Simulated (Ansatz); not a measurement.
**CoPtO2: properties at the relaxed cell**

An exercise on one series of results from a longer session: the logs are not shown, and one member is left open.

Computed with Ansatz 0.2.0 (DFT PBE, scalar-relativistic, plane waves, PAW, unless a step's input says otherwise).

1 further run of the same task is left out (set aside as unsound or not needed).

### The system as given

It takes space group R-3m (No. 166, trigonal). The conventional cell has a = 2.855 Å, b = 2.855 Å, c = 17.883 Å, α = 90.00°, β = 90.00°, γ = 120.00°. Co (site symmetry -3m) has 6 O at 1.91 Å as nearest neighbours. Pt (site symmetry -3m) is surrounded by 2 O at 2.01 Å. O (site symmetry 3m) is surrounded by 3 Co at 1.91 Å and 1 Pt at 2.01 Å.

As a file:

```cif
data_structure
_symmetry_space_group_name_H-M 'R-3m:H'
_symmetry_Int_Tables_number 166
_cell_length_a 2.8548
_cell_length_b 2.8548
_cell_length_c 17.8833
_cell_angle_alpha 90.000
_cell_angle_beta 90.000
_cell_angle_gamma 120.000
_cell_volume 126.22
loop_
_atom_site_label
_atom_site_type_symbol
_atom_site_symmetry_multiplicity
_atom_site_Wyckoff_symbol
_atom_site_fract_x
_atom_site_fract_y
_atom_site_fract_z
_atom_site_occupancy
Co1 Co 3 b 0.66667 0.33333 0.83333 1
Pt1 Pt 3 a 0.00000 0.00000 0.00000 1
O1 O 6 c 0.00000 0.00000 0.88765 1
```

It goes back to an entry of the Materials Project.

It is the result of an earlier relaxation at this level (volume 10.52 Å³/atom; gap on the mesh: none (metal)).

The first run:

Input file input.yaml:

```yaml
crystal:
  lattice:
    - [1.4273949794, 0.8241068756, 5.9610846541]
    - [-1.4273949794, 0.8241068756, 5.9610846541]
    - [0.0, -1.6482137512, 5.9610846541]
  atoms:
    - { symbol: Co, position: [0.5, 0.5, 0.5] }
    - { symbol: Pt, position: [0.0, 0.0, 0.0] }
    - { symbol: O, position: [0.8876528272, 0.8876528272, 0.8876528272] }
    - { symbol: O, position: [0.1123471728, 0.1123471728, 0.1123471728] }
basis:
  ecutwfc: 420
kpoints:
  mp_grid: { grid: [18, 18, 18] }
  band_path:
    path:
      - [[0.0, 0.0, 0.0], [0.5, 0.5, 0.5], [0.8205917, 0.1794083, 0.5]]
      - [[0.5, -0.1794083, 0.1794083], [0.5, 0.0, 0.0], [0.0, 0.0, 0.0], [0.33970415, -0.33970415, 0.0]]
      - [[0.66029585, 0.0, 0.33970415], [0.5, 0.0, 0.5], [0.0, 0.0, 0.0]]
    npoints: 14
hamiltonian:
  xc: pbe
scf:
  occupations: { method: gaussian, width: 0.1 }
  n_extra_bands: 10
output:
  forces: true
  stress: true
  eigenvalues: true
  populations: true
  dos: { projected: true, de: 0.02, nscf_kmesh: { grid: [27, 27, 27] } }
  bader: true
```

Started as:

```console
> ansatz run input.yaml --threads 1 --pin off --max-ram 2560MiB --backend cpu --events-out ev --progress --plain --runs-dir out
```

Steps of the session up to this table: Electronic structure at the relaxed geometry; Point at V/V0 = 0.97; Volume × 1.03; Volume × 0.94; Volume × 1.06.

One table of the session follows, with a row left open; its other results are not shown here.

It belongs to the step «Energy against volume». 

| volume (Å³/atom) | energy above the lowest point (meV/atom) | pressure (GPa) |
| --- | --- | --- |
| 9.887 | 30.3 | 16.35 |
| 10.203 | 7.1 | 7.47 |
| 10.518 | 0.0 | 0.01 |
| 10.834 | ? | ? |
| 11.149 | 23.9 | -11.45 |

**Question.** Estimate the row for volume (Å³/atom) = 10.834.

Worked estimate for «energy above the lowest point (meV/atom)». A straight line through the neighbours (10.518, 0.0) and (11.149, 23.9) gives 0.0 + (23.9 − 0.0) × (10.834 − 10.518) / (11.149 − 10.518) = 12.0; a parabola fitted to 3 rows on both sides gives 5.6.

**Answer.** energy above the lowest point (meV/atom): 6.3; pressure (GPa): -6.24. In «energy above the lowest point (meV/atom)» the line misses by +5.7 and the parabola by -0.7.

To keep in mind: The final runs have no spin polarisation, so no magnetic state was tried and one may lie lower.
